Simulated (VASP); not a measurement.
# Gd (Fm-3m) in VASP: a series of runs, part 2 of 2

VASP 6.6.1. Earlier steps stand in the parts before.

**3. Relaxation of cell and atoms, PBEsol, collinear spin, typed start**

This run uses another cell than the first one, of 34.58 Å³/atom, 1.140 times its volume.

File INCAR:

```
SYSTEM = Gd
PREC = Accurate
ENCUT = 600
EDIFF = 1E-6
ISMEAR = 1
SIGMA = 0.1
LREAL = .False.
LASPH = .True.
NELM = 150
ALGO = Normal
ISIF = 8
LWAVE = .False.
LCHARG = .False.
ISPIN = 2
MAGMOM = 7
LORBIT = 11
LMAXMIX = 6
GGA = PS
IBRION = 2
NSW = 80
EDIFFG = -0.03
```

File KPOINTS:

```
regular mesh
0
Gamma
  6 6 6
  0 0 0
```

File POSCAR:

```
Gd
1.0
    0.0000000000      2.5858190000      2.5858190000
    2.5858190000      0.0000000000      2.5858190000
    2.5858190000      2.5858190000      0.0000000000
Gd
1
Direct
    0.0000000000      0.0000000000      0.0000000000
```

Potentials or basis: VASP PAW PBE potentials, release 64 (Gd).

The run is started by

```
cat potpaw_PBE.64/Gd/POTCAR > POTCAR
mpirun -np 1 vasp_std > vasp.out
```

OUTCAR:

```text
SYSTEM = Gd
   PREC = Accurate
   ENCUT = 600
   EDIFF = 1E-6
   ISMEAR = 1
   LREAL = .False.
   LASPH = .True.
   NELM = 150
   ISIF = 8
   ISPIN = 2
   LORBIT = 11
   GGA = PS
   IBRION = 2
   NSW = 80
   EDIFFG = -0.03

 ion  position               nearest neighbor table
   1  0.000  0.000  0.000-

  LATTYP: Found a face centered cubic cell.
 ALAT       =     5.1716380000

  Lattice vectors:

 A1 = (   0.0000000000,   2.5858190000,   2.5858190000)
 A2 = (   2.5858190000,   0.0000000000,   2.5858190000)
 A3 = (   2.5858190000,   2.5858190000,   0.0000000000)

Analysis of symmetry for initial positions (statically):
=====================================================================
 Subroutine PRICEL returns:
 Original cell was already a primitive cell.

 Routine SETGRP: Setting up the symmetry group for a
 face centered cubic supercell.

 Subroutine GETGRP returns: Found 48 space group operations
 (whereof 48 operations were pure point group operations)
 out of a pool of 48 trial point group operations.

The static configuration has the point symmetry O_h .

Analysis of symmetry for dynamics (positions and initial velocities):
=====================================================================
 Subroutine PRICEL returns:
 Original cell was already a primitive cell.

 Routine SETGRP: Setting up the symmetry group for a
 face centered cubic supercell.

 Subroutine GETGRP returns: Found 48 space group operations
[... 153 lines left out ...]
  ext. energy  EPLUGINS =         0.00000000
  ---------------------------------------------------
  free energy    TOTEN  =       -11.95561669 eV

  energy without entropy =      -11.96077488  energy(sigma->0) =      -11.95733609

 E-fermi :   2.6763     XC(G=0):  -9.9216

 val. band max:        2.5782597631   @ k =   0.5000   0.1667   0.0000
 cond. band min:       2.6803611215   @ k =  -0.3333   0.5000   0.1667
 fundamental gap:      0.1021013584
 Fermi energy:         2.6763069582

 spin component 1

 k-point     1 :       0.0000    0.0000    0.0000
  band No.  band energies     occupation
      1     -42.6623      1.00000
      2     -19.7272      1.00000
      3     -19.7272      1.00000
      4     -19.7272      1.00000
      5      -2.3278      1.00000
      6      -2.2686      1.00000
[... 876 lines left out ...]
--------------------------------------- Ionic step        8  -------------------------------------------

 number of electron      17.9999995 magnetization       7.2798514

 Free energy of the ion-electron system (eV)
  ---------------------------------------------------
  ext. energy  EPLUGINS =         0.00000000
  ---------------------------------------------------
  free energy    TOTEN  =       -12.01001676 eV

  energy without entropy =      -12.00992954  energy(sigma->0) =      -12.00998769

 E-fermi :   3.2921     XC(G=0): -10.4995

 val. band max:        3.1654908979   @ k =  -0.3333   0.5000   0.1667
 cond. band min:       3.3072199548   @ k =   0.5000   0.1667   0.0000
 fundamental gap:      0.1417290568
 Fermi energy:         3.2920801376

 spin component 1

 k-point     1 :       0.0000    0.0000    0.0000
  band No.  band energies     occupation
      1     -41.8152      1.00000
      2     -18.7511      1.00000
      3     -18.7511      1.00000
      4     -18.7511      1.00000
      5      -1.8555      1.00000
      6      -1.4543      1.00000
[... 660 lines left out ...]
  FREE ENERGIE OF THE ION-ELECTRON SYSTEM (eV)
  ---------------------------------------------------
  free  energy   TOTEN  =       -12.0100167582 eV

  energy  without entropy=      -12.0099295396  energy(sigma->0) =      -12.00998769

 reached required accuracy - stopping structural energy minimisation

 total charge

# of ion       s       p       d       f       tot
--------------------------------------------------
    1        2.078   5.534   0.630   6.983  15.225

 magnetization (x)

# of ion       s       p       d       f       tot
--------------------------------------------------
    1        0.003  -0.055   0.134   6.807   6.889
```

OSZICAR:

```text
N       E                     dE             d eps       ncg     rms          rms(c)
DAV:   1     0.101952148539E+03    0.10195E+03   -0.69976E+03  1368   0.575E+03
DAV:   2     0.555977044050E+01   -0.96392E+02   -0.85615E+02  1405   0.327E+02
DAV:   3    -0.833163720166E+01   -0.13891E+02   -0.13575E+02  1639   0.106E+02
[... 108 lines left out ...]
DAV:   4    -0.120100221795E+02    0.18323E-04   -0.64075E-05  1560   0.188E-01    0.285E-01
DAV:   5    -0.120100248220E+02   -0.26425E-05   -0.10299E-05  1822   0.348E-02    0.329E-01
DAV:   6    -0.120100192602E+02    0.55618E-05   -0.85313E-06  1507   0.272E-02    0.237E-01
DAV:   7    -0.120100166358E+02    0.26244E-05   -0.14955E-05  1551   0.496E-02    0.766E-02
DAV:   8    -0.120100167582E+02   -0.12243E-06   -0.24291E-06  1391   0.173E-02
   8 F= -.12010017E+02 E0= -.12009988E+02  d E =-.442147E-04  mag=     7.2794
```

CONTCAR:

```text
Gd
   1.00000000000000
     0.0000000000000000    2.4783558021652312    2.4783558021652312
     2.4783558021652312    0.0000000000000000    2.4783558021652312
     2.4783558021652312    2.4783558021652312    0.0000000000000000
  Gd
     1
Direct
     0.0000000000000000    0.0000000000000000    0.0000000000000000

  0.00000000E+00  0.00000000E+00  0.00000000E+00
```

It took 5 min on 1 thread of Intel Xeon Platinum 8559C (Emerald Rapids), shared host; peak memory 0.21 GiB.

Results:

```
Free energy                                           : -12.0100 eV
Relaxed volume                                        : 30.45 Å³/atom
Relaxed cell                                          : a = 3.505 Å, b = 3.505 Å, c = 3.505 Å, α = 60.00°, β = 60.00°, γ = 60.00°
Space group after relaxing (to 0.05 Å)                : Fm-3m (No. 225)
Energy gained by relaxing                             : 54.4 meV/atom
Ionic steps                                           : 8
Pressure after relaxing                               : -0.1 GPa
Band gap on the k mesh                                : none (metal or under the smearing width)
Net moment                                            : 7.28 μB per cell
Site moments                                          : Gd +6.89 μB
Valence electrons inside the program's atomic spheres : Gd 15.22
```

Step by step:
| step | energy change (eV) | largest force (eV/Å) | pressure (GPa) | volume (Å³) |
| --- | --- | --- | --- | --- |
| 1 | 0.0000 | 0.0000 | -3.76 | 34.58 |
| 2 | -0.0541 | 0.0000 | 0.39 | 30.68 |
| 3 | -0.0534 | 0.0000 | -0.71 | 30.88 |
| 4 | -0.0538 | 0.0000 | -0.72 | 30.75 |
| 5 | -0.0541 | 0.0000 | -0.43 | 30.65 |
| 6 | -0.0544 | 0.0000 | -0.71 | 30.50 |
| 7 | -0.0544 | 0.0000 | -0.41 | 30.48 |
| 8 | -0.0544 | 0.0000 | -0.10 | 30.45 |

Final structure:
```
CELL_PARAMETERS angstrom
0.00000 2.47836 2.47836
2.47836 0.00000 2.47836
2.47836 2.47836 0.00000
ATOMIC_POSITIONS crystal
Gd 0.00000 0.00000 0.00000
```

Caveat: the PAW data sets were made with another functional, which shifts forces and pressure a little; spin-orbit coupling is left out, which moves the levels of the heavy elements.
